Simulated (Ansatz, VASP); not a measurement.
## One calculation of MgSe, two programs

```
CELL_PARAMETERS angstrom
0.00000 2.72140 2.72140
2.72140 0.00000 2.72140
2.72140 2.72140 0.00000
ATOMIC_POSITIONS crystal
Mg 0.00000 0.00000 0.00000
Se 0.50000 0.50000 0.50000
```

Alike in both runs: task single point; functional LDA; k mesh 8 × 8 × 8; occupations gaussian, width 0.02 eV; no spin polarisation.

```csv
,VASP,Ansatz
version,VASP 6.6.1,Ansatz 0.2.0
potentials or method,"VASP PAW LDA potentials, release 64 (Mg, Se)","scalar-relativistic, plane waves, PAW"
plane-wave cutoff (eV),520,420
valence electrons in the cell,8,26
```

|  | VASP | Ansatz | Ansatz less VASP |
| --- | --- | --- | --- |
| gap on the k mesh at the Fermi level (eV) | 1.66 | 1.67 | +0.014 |
| least direct gap on the mesh (eV) | 2.43 | 2.41 | -0.022 |
| pressure (GPa) | -2.2 | -1.9 | +0.30 |

The two sets of potentials don't hold the same shells in valence.

A k mesh can miss the band edges. Expect the measured gap to be larger: semilocal functionals such as LDA lack the derivative discontinuity.
